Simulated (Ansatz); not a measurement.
Here is an Ansatz 0.2.0 calculation.

The input input.yaml:

```yaml
crystal:
  lattice:
    - [2.955124, 0.0, 0.0]
    - [0.0, 2.955124, 0.0]
    - [0.0, 0.0, 2.955124]
  atoms:
    - { symbol: Na, position: [0.01033, 0.013093, 0.005302] }
    - { symbol: H, position: [0.505392, 0.502125, 0.490955] }
hamiltonian:
  xc: pbe
  pseudopotentials: { kind: paw }
kpoints:
  mp_grid: { grid: [9, 9, 9] }
scf:
  occupations: { method: fermi_dirac, width: 0.05 }
output:
  forces: true
  stress: true
  eigenvalues: true
  write_density: true
  write_potential: true
  elf: true
  volumetric_format: npy
```

Potentials or basis: Ansatz PAW.

The run is started by

```sh
$ ansatz run input.yaml --threads 2 --pin off --max-ram 5120MiB --backend cpu --events-out ev --progress --plain --runs-dir out
```

**Question.** Estimate the band gap on the k mesh.

**Answer.** 1.50 eV, indirect (least direct gap 4.81 eV).

**Question.** What does it give for the pressure?

**Answer.** 0.2 GPa.

**Question.** Predict the largest force.

**Answer.** 0.023 eV/Å.

Forces on the atoms (eV/Å):
```
Na  -0.006 -0.014 -0.018
H    0.006  0.014  0.018
```

Caveat: odd divisions of the mesh miss points on the zone boundary, where band edges often lie, so the gap on the mesh can be too wide. A k mesh can miss the band edges.
